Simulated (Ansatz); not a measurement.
# Yb (dhcp type): how the settings move a single-point run

How sensitive is a single-point run of Yb (dhcp type) to its settings? A reference run comes first, then two runs with altered input.

Computed with Ansatz 0.2.0 (reference: DFT, PBE, PAW with Ansatz's default frozen-core files, scalar-relativistic, unless a step's input says otherwise).

3 further runs of the same task are left out: 2 that didn't finish, 1 set aside as unsound or not needed.

**1. The system as given**

Symmetry: P6_3/mmc, No. 194, hexagonal system. The conventional cell has a = 2.723 Å, b = 2.723 Å, c = 8.873 Å, α = 90.00°, β = 90.00°, γ = 120.00°. Around Yb (site symmetry -3m) lie 12 Yb at 2.72 Å. Yb (site symmetry -6m2) is surrounded by 12 Yb at 2.72 Å.

Structure file:

```
CELL_PARAMETERS angstrom
2.72307 0.00000 0.00000
-1.36153 2.35825 0.00000
0.00000 0.00000 8.87312
ATOMIC_POSITIONS crystal
Yb 0.00000 0.00000 0.00000
Yb 0.00000 0.00000 0.50000
Yb 0.33333 0.66667 0.25000
Yb 0.66667 0.33333 0.75000
```

**2. Reference**

The input, input.yaml:

```yaml
crystal:
  lattice:
    - [2.7230696581, 0.0, 0.0]
    - [-1.361534829, 2.3582475002, 0.0]
    - [0.0, 0.0, 8.8731167603]
  atoms:
    - { symbol: Yb, position: [0.0, 0.0, 0.0] }
    - { symbol: Yb, position: [0.0, 0.0, 0.5] }
    - { symbol: Yb, position: [0.3333333333, 0.6666666667, 0.25] }
    - { symbol: Yb, position: [0.6666666667, 0.3333333333, 0.75] }
kpoints:
  mp_grid: { grid: [11, 11, 3] }
  band_path:
    path:
      - [0.0, 0.0, 0.0]
      - [0.5, 0.0, 0.0]
      - [0.3333333333, 0.3333333333, 0.0]
      - [0.0, 0.0, 0.0]
      - [0.0, 0.0, 0.5]
      - [0.5, 0.0, 0.5]
      - [0.3333333333, 0.3333333333, 0.5]
      - [0.0, 0.0, 0.5]
      - [0.5, 0.0, 0.5]
    npoints: 8
scf:
  occupations: { method: fermi_dirac, width: 0.08 }
hamiltonian:
  xc: pbe
  pseudopotentials: { kind: paw }
output:
  forces: true
  stress: true
  eigenvalues: true
  populations: true
  dos: { projected: true, de: 0.2, e_range: [-14, 8] }
```

Started as:

```sh
> ansatz run input.yaml --threads 2 --pin off --max-ram 6144MiB --backend cpu --events-out ev --progress --plain --runs-dir out
```

The main lines of its log:

```text
[...]
Basis set: ecut = 420 eV, 1103 PW (Γ), exchange–correlation on 40×40×120 points (8 copies of the dense FFT grid, shifted against one another)
[...]
k-points: 32 of 363
[...]
SCF iter   1: F=—  HF=-55168.867540 eV  |F-HF|=—  |Δ(HF+E_count)|=         —  Δρ=1.87e-2  dr2=1.63e-1  ethr=1.77e-3  ⟨swp⟩=9.6  Hψ=9625  notcnv=0  defer=8
preconditioner: auto → Kerker (q_TF=auto, 2.976 Å⁻¹)  [metal: Δε(μ)=0.023 eV  Ē_g=10.682 eV  σ=0.080 eV  W_gap=0.07  n_scr=26 (ndim 8)  ℏωp=46.1 eV  f_vac=0.000  D(μ)=4.26/eV (n_scr^D=52)]
SCF iter   2: F=—  HF=-55168.850260 eV  |F-HF|=—  |Δ(HF+E_count)|=   1.73e-2  Δρ=6.46e-3  dr2=1.93e-2  ethr=1.70e-4  ⟨swp⟩=3.7  Hψ=5121  notcnv=0  defer=50
[...]
SCF iter   8: F=—  HF=-55168.852181 eV  |F-HF|=—  |Δ(HF+E_count)|=   1.45e-7  Δρ=1.24e-5  dr2=6.79e-8  ethr=1.04e-10  ⟨swp⟩=26.0  Hψ=22925  notcnv=0
SCF iter   9: F=-55168.852181 eV  HF=-55168.852181 eV  |F-HF|=4.61e-9  |Δ(HF+E_count)|=   3.01e-8  Δρ=2.28e-6  dr2=2.54e-9  ethr=7.07e-11  ⟨swp⟩=9.0  Hψ=12049  notcnv=0
[...]
SCF converged after 9 iterations
Free energy (F): -55168.852181 eV
[...]
E sigma→0 (E₀):  -55168.804912 eV
[...]
Fermi energy:    28.561820 eV
[...]
  P = ⅓ Tr σ = 89.8242 GPa (898.242 kbar)
[...]
```

It took 11 s on 2 threads of Arm Neoverse V1, shared host; peak memory 0.42 GiB.

**3. Changing settings: occupations.method gaussian, occupations.width 0.2**

input.yaml, as its differences from that of step 2:

```diff
@@ -25,3 +25,3 @@
 scf:
-  occupations: { method: fermi_dirac, width: 0.08 }
+  occupations: { method: gaussian, width: 0.2 }
 hamiltonian:
@@ -34,2 +34 @@
   populations: true
-  dos: { projected: true, de: 0.2, e_range: [-14, 8] }
```

Started as:

```sh
> ansatz run input.yaml --threads 2 --pin off --max-ram 6144MiB --backend cpu --events-out ev --progress --plain --runs-dir out
```

Log, cut to the lines that bear on the results:

```text
Yb: projections on atomic orbitals take those of the free atom [Kr 4d10] 4f14 5s2 5p6 5d0 6s2, of charge +0.00 (hamiltonian.pseudopotentials.projection_atoms); the dataset's partial waves leave at most 1.5e-4 of an orbital's norm unspanned inside its sphere
[...]
Pseudopotentials: kind: paw
Pseudopotential: Yb, paw, valence charge 24, recommended cutoff 420 eV (normal)
Functional definition: PBE
[...]
Crystal: 4 atoms, lattice volume = 56.980 Å³
Basis set: ecut = 420 eV, 1103 PW (Γ), exchange–correlation on 40×40×120 points (8 copies of the dense FFT grid, shifted against one another)
Bands: 58, of which v1, the nominal top of the filled ones, is band 48 counted from 1 (47 counted from 0)
Symmetry: 24 space group operations
Space group: P63/mmc (ITA 194), of the structure as read, at distance tolerance 3.8e-5 Å
k-points: 32 of 363
[...]
SCF iter   1: F=—  HF=-55168.865387 eV  |F-HF|=—  |Δ(HF+E_count)|=         —  Δρ=1.88e-2  dr2=1.63e-1  ethr=1.77e-3  ⟨swp⟩=9.7  Hψ=9416  notcnv=0
[...]
SCF iter   9: F=-55168.849644 eV  HF=-55168.849644 eV  |F-HF|=4.58e-9  |Δ(HF+E_count)|=   3.70e-8  Δρ=2.92e-6  dr2=3.98e-9  ethr=9.70e-11  ⟨swp⟩=9.3  Hψ=12653  notcnv=0
[...]
NSCF: frozen V_eff on 65 k-points
SCF converged after 9 iterations
Free energy (F): -55168.849644 eV
[...]
E sigma→0 (E₀):  -55168.805892 eV
Entropy (-TS):   -0.087504 eV (-21.876 meV/atom)
Fermi energy:    28.563154 eV
[...]
--- Forces (eV/Å), atoms counted from 1 ---
  atom   1  Yb     0.00000000    -0.00000000     0.00000000
  atom   2  Yb    -0.00000000     0.00000000     0.00000000
  atom   3  Yb    -0.00000000     0.00000000     0.00000000
  atom   4  Yb     0.00000000    -0.00000000     0.00000000
[...]
--- Stress (GPa, compression-positive) ---
       89.807629      -0.000000       0.000000
       -0.000000      89.807629       0.000000
        0.000000       0.000000      89.766051
  P = ⅓ Tr σ = 89.7938 GPa (897.938 kbar)
--- Band table (eV; the first three rows and the last of 32) ---
[...]
--- Löwdin populations: 4 sites ---
  site symbol       q [e]
     0     Yb     23.9789
     1     Yb     23.9789
     2     Yb     23.9975
     3     Yb     23.9975
  spilling = 0.000493 (of n_electrons = 96.000000)
```

Run time: 11 s. Hardware: 2 threads of Arm Neoverse V1, shared host; peak memory 0.41 GiB.

Changing the smearing leaves the energy as it was (-0.2 meV/atom).

**4. Changed: mp_grid.grid [9, 9, 2], occupations.method cold, occupations.width 0.3**

input.yaml, as its differences from that of step 2:

```diff
@@ -11,3 +11,3 @@
 kpoints:
-  mp_grid: { grid: [11, 11, 3] }
+  mp_grid: { grid: [9, 9, 2] }
   band_path:
@@ -25,3 +25,3 @@
 scf:
-  occupations: { method: fermi_dirac, width: 0.08 }
+  occupations: { method: cold, width: 0.3 }
 hamiltonian:
@@ -34,2 +34 @@
   populations: true
-  dos: { projected: true, de: 0.2, e_range: [-14, 8] }
```

Started as:

```sh
> ansatz run input.yaml --threads 2 --pin off --max-ram 6144MiB --backend cpu --events-out ev --progress --plain --runs-dir out
```

Log, cut to the lines that bear on the results:

```text
Yb: projections on atomic orbitals take those of the free atom [Kr 4d10] 4f14 5s2 5p6 5d0 6s2, of charge +0.00 (hamiltonian.pseudopotentials.projection_atoms); the dataset's partial waves leave at most 1.5e-4 of an orbital's norm unspanned inside its sphere
[...]
[... 3 set-up lines as earlier in the session ...]
[...]
Crystal: 4 atoms, lattice volume = 56.980 Å³
Basis set: ecut = 420 eV, 1103 PW (Γ), exchange–correlation on 40×40×120 points (8 copies of the dense FFT grid, shifted against one another)
Bands: 58, of which v1, the nominal top of the filled ones, is band 48 counted from 1 (47 counted from 0)
[... 2 set-up lines as earlier in the session ...]
k-points: 24 of 162
[...]
Free energy (F): -55168.692645 eV
[...]
E sigma→0 (E₀):  -55169.059579 eV
Entropy (-TS):   1.100802 eV (275.201 meV/atom)
Fermi energy:    28.468696 eV
[...]
--- Forces (eV/Å), atoms counted from 1 ---
  atom   1  Yb     0.00000000    -0.00000000     0.00000000
  atom   2  Yb     0.00000000     0.00000000     0.00000000
  atom   3  Yb    -0.00000000     0.00000000     0.00000000
  atom   4  Yb     0.00000000    -0.00000000     0.00000000
[...]
--- Stress (GPa, compression-positive) ---
       84.740933       0.000000       0.000000
        0.000000      84.740933       0.000000
        0.000000       0.000000      83.788978
  P = ⅓ Tr σ = 84.4236 GPa (844.236 kbar)
--- Band table (eV; the first three rows and the last of 24) ---
[...]
--- Löwdin populations: 4 sites ---
  site symbol       q [e]
     0     Yb     23.9814
     1     Yb     23.9814
     2     Yb     23.9963
     3     Yb     23.9963
  spilling = 0.000464 (of n_electrons = 96.000000)
```

Run time: 11 s. Hardware: 2 threads of Arm Neoverse V1, shared host; peak memory 0.39 GiB.

Changing the k-point mesh and smearing moves the energy by -63.7 meV/atom (σ→0 values), and the pressure goes from 89.8 to 84.4 GPa. More than one kind of setting changed, and this run alone doesn't tell their shares apart. The variant is not converged in its settings.

**5. Side by side**

```
                                                                      run     ending         energy change  pressure (GPa)  gap (eV)  force (eV/Å)  cycles  time
                                                                reference  converged                     0            89.8      0.00          0.00       9  11 s
                    1: occupations.method gaussian, occupations.width 0.2  converged   -0.2 meV/atom (σ→0)            89.8      0.00          0.00       9  11 s
2: mp_grid.grid [9, 9, 2], occupations.method cold, occupations.width 0.3  converged  -63.7 meV/atom (σ→0)            84.4      0.00          0.00      13  11 s
```

Times don't compare one to one where runs were asked for different outputs or read a saved state (see the inputs); cycles may leave out searches for a lower state.

Residual by cycle in the longest SCF loop of each run; runs are numbered as in the table. The quantity is the density residual dr2, in eV.

```
cycle  reference    run 1    run 2
    1      0.163    0.163     74.6
    2     0.0193   0.0193     15.1
    3    0.00136  0.00137    0.399
    4     6.2e-4   6.3e-4   0.0444
    5     8.8e-5   9.9e-5   0.0103
    6     4.9e-6   4.8e-6  0.00335
    8     6.8e-8   9.3e-8   3.1e-5
    9     2.5e-9   4.0e-9   8.4e-7
   10          -        -   7.5e-7
   11          -        -   2.5e-8
   12          -        -   2.8e-8
   13          -        -   1.8e-8
```

What this shows: Of the converged runs whose energies compare with the reference's, «mp_grid.grid [9, 9, 2], occupations.method cold, occupations.width 0.3» moves the energy most (-63.7 meV/atom) and «occupations.method gaussian, occupations.width 0.2» least (-0.2 meV/atom). The structure is not at rest: the sound run finds 90 GPa, so these are no properties of the relaxed crystal. 
